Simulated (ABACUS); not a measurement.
Pt:

```xyz
1
Lattice="-1.9609 0.0000 1.9609 0.0000 1.9609 1.9609 -1.9609 1.9609 0.0000" Properties=species:S:1:pos:R:3 pbc="T T T"
Pt    0.0000    0.0000    0.0000
```

Base run:

```yaml
Program: ABACUS 3.10.1
Functional: SOGGA
Potentials_or_basis: PseudoDojo NC SR 0.4.1 PBEsol standard
Cutoff: 1143 eV
Density_cutoff: 4572 eV
Basis: plane waves
k_mesh: 10 × 10 × 10
Occupations: fermi-dirac, width 0.05 eV
Spin: no spin polarisation
```

Its results: band gap on the k mesh none (metal or under the smearing width); pressure -4.6 GPa.

Task: The run is repeated on the same cell with these changes: functional from SOGGA to RPBE; potentials or basis from PseudoDojo NC SR 0.4.1 PBEsol standard to PseudoDojo NC SR 0.5 PBE stringent. What comes out?

Result: Band gap on the k mesh none (metal or under the smearing width); pressure 13.8 GPa.

Caveats: the potentials were made for another functional, which shifts forces and pressure.

Not every run made on this cell is shown here.
